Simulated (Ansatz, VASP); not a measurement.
**Sb: VASP beside Ansatz**

The input INCAR:

```
SYSTEM = Sb
  PREC = Accurate
  ENCUT = 520
  EDIFF = 1E-6
  ISMEAR = 0
  SIGMA = 0.02
  LREAL = .False.
  LASPH = .True.
  NELM = 80
  ALGO = Normal
  ISIF = 2
  LWAVE = .False.
  LCHARG = .True.
  GGA = PE
  LELF = .True.
```

File KPOINTS:

```
regular mesh
0
Gamma
  9 9 5
  0 0 0
```

POSCAR

```
Sb
1.0
    3.3545324186      0.0000000000      0.0000000000
   -1.6772662093      2.9051102923      0.0000000000
    0.0000000000      0.0000000000      5.4701606500
Sb
2
Direct
    0.6666666667      0.3333333333      0.7500000000
    0.3333333333      0.6666666667      0.2500000000
```

The input input.yaml:

```yaml
crystal:
  lattice:
    - [3.3545324186, 0.0, 0.0]
    - [-1.6772662093, 2.9051102923, 0.0]
    - [0.0, 0.0, 5.47016065]
  atoms:
    - { symbol: Sb, position: [0.6666666667, 0.3333333333, 0.75] }
    - { symbol: Sb, position: [0.3333333333, 0.6666666667, 0.25] }
hamiltonian:
  xc: pbe
  pseudopotentials: { kind: paw }
kpoints:
  mp_grid: { grid: [9, 9, 5] }
scf:
  occupations: { method: gaussian, width: 0.02 }
output:
  forces: true
  stress: true
  eigenvalues: true
```

This isn't the form of Sb at room conditions, which is rhombohedral.

Alike in both runs: functional PBE; k mesh 9 × 9 × 5; occupations gaussian, width 0.02 eV; no spin polarisation.

|  | VASP | Ansatz |
| --- | --- | --- |
| version | VASP 6.6.1 | Ansatz 0.2.0 |
| potentials or method | VASP PAW PBE potentials, release 64 (Sb) | Ansatz PAW |
| plane-wave cutoff (eV) | 520 | 420 |
| valence electrons in the cell | 10 | 30 |
| task | electron localisation function | single point |

Ansatz gave:

| Quantity | Value |
| --- | --- |
| gap on the k mesh at the Fermi level (eV) | none |
| pressure (GPa) | 1.5 |
| largest component of the traceless stress (GPa) | 0.40 |

Problem. Estimate VASP's values.

Solution. gap on the k mesh at the Fermi level (eV): none; pressure (GPa): 1.3; largest component of the traceless stress (GPa): 0.43.

A gap of «none» marks a metal or a gap that the smearing closes. The two sets of potentials don't hold the same shells in valence.

Spin-orbit coupling is left out, which matters for the levels of Sb.
